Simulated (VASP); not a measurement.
# MgS (Niningerite): relaxation of cell and atoms with PBE

MgS (Niningerite):

```
S Mg
1.0
     0.00000    2.60165    2.60165
     2.60165    0.00000    2.60165
     2.60165    2.60165    0.00000
S Mg
1 1
Direct
  0.50000 0.50000 0.50000
  0.00000 0.00000 0.00000
```

| Item | Value |
| --- | --- |
| Program | VASP 6.6.1 |
| Task | relaxation of cell and atoms |
| Functional | PBE |
| Potentials or basis | VASP PAW PBE potentials, release 64 (S, Mg) |
| Cutoff | 600 eV |
| k mesh | 9 × 9 × 9 |
| Occupations | fermi-dirac, width 0.05 eV |
| Spin | no spin polarisation |
| Target pressure | 30 GPa |
| Further INCAR settings | ALGO = Fast; EDIFF = 1e-07; IBRION = 2; EDIFFG = -0.01; NSW = 40; ISIF = 3 |
| Target pressure | 30 GPa |

```
Relaxed volume                                         : 13.96 Å³/atom
Relaxed cell                                           : a = 3.405 Å, b = 3.405 Å, c = 3.405 Å, α = 60.00°, β = 60.00°, γ = 60.00°
Space group after relaxing (to 0.05 Å)                 : Fm-3m (No. 225)
Energy change on relaxing (the enthalpy is what falls) : +292.7 meV/atom
Ionic steps                                            : 7
Pressure after relaxing                                : 30.0 GPa
Band gap on the k mesh                                 : 3.38 eV, indirect (least direct gap 5.61 eV)
```

Step by step:
```
step  energy change (eV)  largest force (eV/Å)  pressure (GPa)  volume (Å³)
   1              0.0000                0.0000            0.89        35.22
   2              3.1671                0.0000          109.72        21.30
   3              0.5141                0.0000           27.46        28.32
   4              0.5693                0.0000           29.44        28.01
   5              0.5941                0.0000           30.30        27.87
   6              0.5767                0.0000           29.70        27.97
   7              0.5855                0.0000           30.02        27.92
```

Final structure:
```yaml
crystal:
  lattice:
    - [0.00000, 2.40785, 2.40785]
    - [2.40785, 0.00000, 2.40785]
    - [2.40785, 2.40785, 0.00000]
  atoms:
    - { symbol: S, position: [0.50000, 0.50000, 0.50000] }
    - { symbol: Mg, position: [0.00000, 0.00000, 0.00000] }
```

Levels at points of the mesh, in eV from the valence-band top:
```tsv
k point	band 1	band 2	band 3	band 4	band 5	band 6	band 7	band 8
(0.00, 0.00, 0.00)	-14.22	0.00	0.00	0.00	5.84	7.67	7.67	7.67
```

Wall time 45 s on 1 thread of Intel(R) Xeon(R) 6975P-C (Granite Rapids) (shared host), peak memory 0.18 GiB.

Caveat: the cell is relaxed towards a set pressure, so the enthalpy falls and the energy may rise; the volume moved by over 15 % at a fixed basis, so the end points are rough; an odd mesh through Γ misses points on the zone boundary, where band edges often lie. A hybrid or GW would open this gap; PBE tends to underestimate it.
